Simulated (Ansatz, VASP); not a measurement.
Two plane-wave programs on Na

```
Na
1.0
    -2.08458    2.08458    2.08458
     2.08458   -2.08458    2.08458
     2.08458    2.08458   -2.08458
Na
1
Cartesian
  0.0000 0.0000 0.0000
```

Alike in both runs: task relaxation of cell and atoms; functional PBEsol; k mesh 16 × 16 × 16; occupations fermi-dirac, width 0.15 eV; no spin polarisation.

|  | VASP | Ansatz |
| --- | --- | --- |
| version | VASP 6.6.1 | Ansatz 0.2.0 |
| potentials or method | VASP PAW PBE potentials, release 64 (Na_pv) | scalar-relativistic, plane waves, PAW |
| plane-wave cutoff (eV) | 600 | 420 |
| valence electrons in the cell | 7 | 9 |

|  | VASP | Ansatz | Ansatz less VASP |
| --- | --- | --- | --- |
| gap on the k mesh at the Fermi level, each at its own relaxed structure (eV) | none | none | - |
| relaxed volume (Å³/atom) | 36.40 | 36.46 | +0.059 |
| relaxed cell length with the largest relative difference (Å) | 3.616 | 3.618 | +0.0019 |

A gap of «none» marks a metal or a gap that the smearing closes. The two sets of potentials don't hold the same shells in valence.

Caveats: the PAW data sets were made with another functional, which shifts forces and pressure a little (VASP). Zero-point motion and thermal expansion aren't in these numbers.
